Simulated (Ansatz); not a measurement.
# Turning moments in Gd (Fm-3m)

Geometry: a structure from the Materials Project, repeated to hold the magnetic orders; nothing is relaxed.

Functional, mesh and filling: PBE, 10×10×4 k mesh, Fermi–Dirac smearing of 0.05 eV. PAW means Ansatz 0.2.0 on its default frozen-core files; LAPW is all-electron LAPW in Ansatz 0.2.0. Site moments are integrated in spheres about the atoms, whose radii differ between the methods.

The first input and its command:

```yaml
crystal:
  lattice:
    - [0.0, 2.5858190855, 2.5858190855]
    - [-2.5858190855, 2.5858190855, 0.0]
    - [-5.171638171, -5.171638171, 5.171638171]
  atoms:
    - { symbol: Gd, position: [0.0, 0.0, 0.0], spin: 7.3, spin_axis: [0.0, 0.0, 1.0] }
    - { symbol: Gd, position: [0.3333333333, 0.3333333333, 0.3333333333], spin: 7.3, spin_axis: [0.0, 0.0, 1.0] }
    - { symbol: Gd, position: [0.6666666667, 0.6666666667, 0.6666666667], spin: 7.3, spin_axis: [0.0, 0.0, 1.0] }
magnetization:
  noncollinear: true
kpoints:
  mp_grid: { grid: [10, 10, 4] }
scf:
  occupations: { method: fermi_dirac, width: 0.05 }
hamiltonian:
  xc: pbe
  pseudopotentials: { kind: paw }
output:
  eigenvalues: false
```

Command: `ansatz run input.yaml --threads 2 --pin off --max-ram 6144MiB --backend cpu --events-out ev --progress --plain --runs-dir out`

The input for «in-plane start at Gd1 0°, Gd2 240°, Gd3 120°» by LAPW differs from it in these lines, output keys apart:

```diff
-    - { symbol: Gd, position: [0.0, 0.0, 0.0], spin: 7.3, spin_axis: [0.0, 0.0, 1.0] }
-    - { symbol: Gd, position: [0.3333333333, 0.3333333333, 0.3333333333], spin: 7.3, spin_axis: [0.0, 0.0, 1.0] }
-    - { symbol: Gd, position: [0.6666666667, 0.6666666667, 0.6666666667], spin: 7.3, spin_axis: [0.0, 0.0, 1.0] }
+    - { symbol: Gd, position: [0.0, 0.0, 0.0], spin: 7.3, spin_axis: [1.0, 0.0, 0.0] }
+    - { symbol: Gd, position: [0.3333333333, 0.3333333333, 0.3333333333], spin: 7.3, spin_axis: [-0.5, -0.8660254, 0.0] }
+    - { symbol: Gd, position: [0.6666666667, 0.6666666667, 0.6666666667], spin: 7.3, spin_axis: [-0.5, 0.8660254, 0.0] }
-  pseudopotentials: { kind: paw }
+  pseudopotentials: { kind: all_electron, lapw: { basis_error: 0.001 } }
```

The runs use spinors without spin–orbit coupling, and in-plane angles count from x. Energies count from the run that starts parallel.

```csv
state,ΔF PAW (meV/atom),ΔF LAPW (meV/atom),"largest moment, PAW (μB)","size of M, PAW (μB/cell)",directions kept
parallel moments on spinors,0.0,0.0,7.29,22.57,yes
"in-plane start at Gd1 0°, Gd2 240°, Gd3 120°",-33.5,-33.4,7.33,0.00,yes
start Gd1↑ Gd2↑ Gd3↓ on spinors,-23.1,-23.1,7.32,7.31,yes
```

For the state «in-plane start at Gd1 0°, Gd2 240°, Gd3 120°», by PAW: Site moments (μB): Gd1 (7.33, 0.00, 0.00); Gd2 (-3.66, -6.35, 0.00); Gd3 (-3.66, 6.35, 0.00). Cell moment 0.00 μB.

Without U a semilocal functional puts the f levels too near the Fermi level, which can change moments and the order of magnetic states; site and cell moments are spin moments. Spin–orbit coupling is left out although heavy atoms are present. In at least one run the program's final test of stability wasn't made or came to no verdict. With open f shells a run can end in a state that isn't the lowest. The magnetic state is the one that this cell and start allow. It needn't be the compound's measured order, which may need a larger cell or be absent.
